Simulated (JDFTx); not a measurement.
Equation of state of Pt under r2SCAN

```
CELL_PARAMETERS angstrom
0.00000 1.96090 1.96090
1.96090 0.00000 1.96090
1.96090 1.96090 0.00000
ATOMIC_POSITIONS crystal
Pt 0.00000 0.00000 0.00000
```

The cell was scaled at fixed shape and fractions and run with JDFTx, SG15-PBE-1.2 with smoothed tails, cutoff 1088 eV; r2SCAN, k mesh 12 × 12 × 12 on the cell of 1 atom, fermi-dirac occupations of 0.05 eV, no spin polarisation, no spin-orbit coupling. The potentials were made for PBE. Energies are those that the program minimises, any entropy of the smearing included. For a metal such a mesh isn't converged to the digits shown.

| V (Å³/atom) | energy over the lowest row (meV/atom) |
| --- | --- |
| 14.1750 | 84.88 |
| 14.4766 | 43.77 |
| 14.7782 | 17.00 |
| 15.0798 | ? |
| 15.3814 | 0.00 |
| 15.6830 | 6.98 |
| 15.9846 | 22.67 |

Q: Fit the third-order Birch-Murnaghan form, give V0, B0 and B′, and predict the energy left open.

A: With y = (V0/V)^(2/3), E = E0 + (9 V0 B0/16) [(y - 1)³ B′ + (y - 1)² (6 - 4y)]. Least squares through the rows shown give V0 = 15.3139 Å³/atom, E0 = -0.25 meV, B0 = 273.7 GPa (1 eV/Å³ = 160.218 GPa) and B′ = 5.32, with a largest miss of 0.01 meV. At V = 15.0798 the form with these constants gives 2.91 meV; the run gave 2.90 meV an atom. Measured volume: 15.09 Å³/atom (arxiv:2412.16732), so the fit lies +1.5 % from it. The runs are for a static lattice.
